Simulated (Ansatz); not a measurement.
## Vibrational response of Si$_{2}$W

Method: Ansatz 0.2.0, DFT PBE, scalar-relativistic, plane waves, PAW. Cutoff 420 eV, 12×12×6 k-points (Γ-centred), Gaussian smearing of 0.10 eV. No spin polarisation. Phonons by linear response, acoustic sum rule imposed.

Equilibrium structure at this level:
```
Si W
1.0
     4.61413    0.00000    0.00000
    -2.30707    3.99596    0.00000
     0.00000    0.00000    6.64601
Si W
6 3
Direct
  0.83634 0.67269 0.50000
  0.16366 0.83634 0.83333
  0.67269 0.83634 0.16667
  0.16366 0.32731 0.50000
  0.83634 0.16366 0.83333
  0.32731 0.16366 0.16667
  0.00000 0.50000 0.16667
  0.50000 0.50000 0.83333
  0.50000 0.00000 0.50000
```

It was relaxed at this level from a Materials Project cell. Spin–orbit coupling is left out, which matters for heavy elements.

Optical modes at Γ:
| frequency (THz) | degeneracy |
| --- | --- |
| 4.53 | 1 |
| 4.58 | 2 |
| 4.58 | 1 |
| 5.58 | 2 |
| 6.56 | 2 |
| 7.13 | 1 |
| 7.82 | 1 |
| 8.13 | 2 |
| 8.38 | 1 |
| 10.12 | 2 |
| 10.27 | 2 |
| 10.76 | 1 |
| 10.99 | 1 |
| 11.67 | 2 |
| 12.07 | 1 |
| 12.23 | 2 |

All 24 optical modes at Γ are real: no displacement of atoms at fixed cell lowers the energy to second order. Strains and modes at other wave vectors aren't tested by this run.
